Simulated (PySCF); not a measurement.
Species: phenylacetylene, C8H6.
Structure used (PBE0-D3(BJ)/def2-TZVP), in Å, numbered top down from 1:
```xyz
14
C8H6 angstrom
C      1.9030    2.1529    1.7128
C      1.2174    1.3792    1.0986
C      0.4078    0.4637    0.3697
C     -0.0795    0.8033   -0.8950
C     -0.8654   -0.0901   -1.6014
C     -1.1748   -1.3293   -1.0585
C     -0.6947   -1.6737    0.1973
C      0.0916   -0.7857    0.9099
H      2.5162    2.8309    2.2572
H      0.1658    1.7720   -1.3127
H     -1.2385    0.1822   -2.5818
H     -1.7905   -2.0268   -1.6142
H     -0.9344   -2.6404    0.6245
H      0.4696   -1.0477    1.8905
```

Level: wB97X-D/pcSseg-2 in PySCF, non-relativistic, on one gas-phase PBE0-D3(BJ)/def2-TZVP geometry that isn't relaxed in the solvent. The solvent is an IEF-PCM continuum (cavity from Bondi-type radii × 1.2). Only the electrostatic response of the medium enters.

Gas phase at wB97X-D/pcSseg-2: HOMO -8.61 eV, LUMO 0.62 eV, dipole 0.72 D.

Task: What does the continuum do to the energy, the frontier levels and the dipole at wB97X-D/pcSseg-2 in chloroform?

Result: 
```csv
solvent,ε,E(solvent) − E(gas) (kcal/mol),polarisation term (kcal/mol),distortion of the solute (kcal/mol),HOMO (eV),LUMO (eV),dipole (D)
chloroform,4.711,-3.00,-3.28,0.28,-8.65,0.61,0.98
```

The polarisation term is half the interaction of the solute with the surface charges that it induces; the rest is the cost of distorting the solute's density. The sum is the electrostatic part of solvation alone.

Task: Give the dipole vector in the frame of the coordinates (D, pointing from negative to positive charge), gas and chloroform.

Result: Gas (-0.40, -0.47, -0.37), solvent (-0.54, -0.64, -0.50). Its length changes by +35 % and its direction by less than 1°.

The run took 51 s on one thread, AMD EPYC 9R45 (x86_64), shared host, and the process peaked at 2.0 GiB of memory. This is the whole shielding run at wB97X-D/pcSseg-2 in chloroform, SCF included.

Note: wB97X-D ran without an empirical dispersion term, which enters the total energy and its gradient alone.
